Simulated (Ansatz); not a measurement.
**Relaxing tellurium (trigonal tellurium)**

Theory: Ansatz, DFT, PBEsol, plane waves (420 eV) with PAW, scalar-relativistic. The PAW files were generated under PBE, with cores re-solved for the functional.

k-point mesh 5×5×3, Fermi-Dirac smearing 0.05 eV, no spin polarisation. Cell and atoms relax.

Starting structure:

```xyz
3
Lattice="4.4540 0.0000 0.0000 -2.2270 3.8573 0.0000 0.0000 0.0000 5.9240" Properties=species:S:1:pos:R:3 pbc="T T T"
Te    1.1981    0.0000    1.9747
Te   -0.5991    1.0376    3.9493
Te    1.6279    2.8197    0.0000
```

Q: What cell does the relaxation end in?

A: P3_121 with a = 4.336 Å, c = 5.932 Å (c/a = 1.368); 32.19 Å³ per atom against 33.93 at the start (-5.1 %).

Q: How much energy does the relaxation gain?

A: 9.5 meV per atom.
